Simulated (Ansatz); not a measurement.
Si2Ni: relaxation of cell and atoms with PBEsol+U

Crystal: Si2Ni.

```
Ni Si
1.0
     0.00000    2.70300    2.70300
     2.70300    0.00000    2.70300
     2.70300    2.70300    0.00000
Ni Si
1 2
Direct
  0.00000 0.00000 0.00000
  0.75000 0.75000 0.75000
  0.25000 0.25000 0.25000
```

| Item | Value |
| --- | --- |
| Program | Ansatz 0.2.0 |
| Task | relaxation of cell and atoms |
| Functional | PBEsol |
| Potentials or basis | Ansatz PAW |
| Cutoff | 420 eV (not typed: the program's choice for these potentials) |
| k mesh | 9 × 9 × 9 |
| Occupations | fermi-dirac, width 0.02 eV |
| Spin | collinear spin, ferromagnetic start |
| Starting moments | [1.0, 0.0, 0.0] μB |
| Hubbard terms | Ni d U = 0.0 eV |
| Hubbard projectors | ortho-atomic (the default) |
| Double counting | fll (the default) |

The relaxed volume is 13.10 Å³/atom and the relaxed cell is a = 3.817 Å, b = 3.817 Å, c = 3.817 Å, α = 60.00°, β = 60.00°, γ = 60.00°. The space group after relaxing (to 0.05 Å) is Fm-3m (No. 225) and the energy gained by relaxing is 0.2 meV/atom. The ionic steps are 4. The pressure after relaxing is 0.0 GPa, the band gap on the k mesh is none (metal or under the smearing width) and the net moment is 0.00 μB per cell. The absolute moment is 0.00 μB per cell.

The path:
| step | energy change (eV) | largest force (eV/Å) | volume (Å³) |
| --- | --- | --- | --- |
| 1 | 0.0000 | 0.0000 | 39.50 |
| 2 | -0.0004 | 0.0000 | 39.39 |
| 3 | -0.0005 | 0.0000 | 39.31 |
| 4 | -0.0005 | 0.0000 | 39.31 |

Final structure:
```cif
data_structure
_symmetry_space_group_name_H-M 'P 1'
_symmetry_Int_Tables_number 1
_cell_length_a 3.8165
_cell_length_b 3.8165
_cell_length_c 3.8165
_cell_angle_alpha 60.000
_cell_angle_beta 60.000
_cell_angle_gamma 60.000
_cell_volume 39.31
loop_
_atom_site_label
_atom_site_type_symbol
_atom_site_fract_x
_atom_site_fract_y
_atom_site_fract_z
_atom_site_occupancy
Ni1 Ni 0.00000 0.00000 0.00000 1
Si1 Si 0.75000 0.75000 0.75000 1
Si2 Si 0.25000 0.25000 0.25000 1
```

Levels at points of the mesh, in eV from the Fermi level:
Spin up:
| k point | band 10 | band 11 | band 12 | band 13 | band 14 | band 15 | band 16 | band 17 |
| --- | --- | --- | --- | --- | --- | --- | --- | --- |
| (0.00, 0.00, 0.00) | -3.58 | -0.29 | 1.70 | 1.70 | 1.70 | 2.18 | 2.18 | 2.18 |
Spin down:
| k point | band 11 | band 12 | band 13 | band 14 | band 15 | band 16 |
| --- | --- | --- | --- | --- | --- | --- |
| (0.00, 0.00, 0.00) | -0.29 | 1.70 | 1.70 | 1.70 | 2.18 | 2.18 |

Eigenvalues of the final occupation matrices:
```tsv
site	spin	trace	eigenvalues
site 1	1	4.43	0.85 0.85 0.85 0.93 0.93
site 1	2	4.43	0.85 0.85 0.85 0.93 0.93
```

Run time: 9 s on 2 threads of Arm Neoverse V2 (shared host), peak memory 0.36 GiB.

Caveat: the magnetic or orbital state may not be the lowest; the plane-wave basis is chosen anew once the cell has moved, so the energies of steps on either side of that aren't comparable; the PAW data sets come from PBE, with cores solved anew for the run's functional, which leaves a small shift of forces and pressure; the U is typed as a test and isn't derived for this compound; the starting moments weren't kept. The state reached can hang on the start; a lower one may exist.
